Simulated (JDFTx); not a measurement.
Runs of JDFTx 1.7.0 (patched build) on SnSe2. Symmetry: P-3m1, No. 164, trigonal system. The conventional cell has a = 3.811 Å, b = 3.811 Å, c = 6.136 Å, α = 90.00°, β = 90.00°, γ = 120.00°. Around Sn (site symmetry -3m) lie 6 Se at 2.68 Å. Around Se (site symmetry 3m) lie 3 Sn at 2.68 Å. 

```csv
task,level,potentials or basis,cell,k mesh,cutoff (eV),smearing,max SCF steps,SCF threshold on the energy,solver of the electrons,further solve for the empty bands,band ratio of the Davidson solver,mesh quality,gap on the mesh (eV),pressure (GPa),largest force (eV/Å)
single point,PBEsol,PseudoDojo-SR-PBEsol-0.4.1-standard with smoothed tails,as given,5 × 5 × 3,1170,fermi-dirac 0.05 eV,100,1e-09 Ha,scf,yes,-,coarse,(c),(a),0.58
single point,PBEsol,PseudoDojo-SR-PBEsol-0.4.1-standard with smoothed tails,"atoms moved at random, drawn with an rms of 0.05 Å",8 × 8 × 5,1170,fermi-dirac 0.05 eV,100,1e-09 Ha,scf,yes,-,not flagged,0.66,2.1,0.64
single point,PBEsol,PseudoDojo-SR-PBEsol-0.4.1-standard with smoothed tails,as given,8 × 8 × 5,1170,gaussian 0.02 eV,100,1e-09 Ha,scf,yes,-,not flagged,0.72,2.7,(b)
single point,r2SCAN,SG15-PBE-1.2 with smoothed tails,as given,3 × 3 × 2,1088,fermi-dirac 0.05 eV,100,1e-09 Ha,scf,yes,-,coarse,1.17,4.9,0.49
```

Alike in all rows: no spin polarisation.

Question: Estimate the missing entries.

Answer: (a) 2.9; (b) 0.63; (c) 0.70.

Caveats: some runs use coarse meshes; spin-orbit coupling is left out, which moves the levels of the heavy elements; an odd mesh through Γ misses points on the zone boundary, where band edges often lie; this functional lacks dispersion, which binds the layers, so the pressure and a relaxed spacing across them are unreliable (some runs); meta-GGA forces are noisy on this grid (some runs); the potentials were made for another functional, which shifts forces and pressure (some runs).

A k mesh can miss the band edges, and the runs leave out spin-orbit coupling on Se, Sn.

The runs don't all hold the same shells in valence.
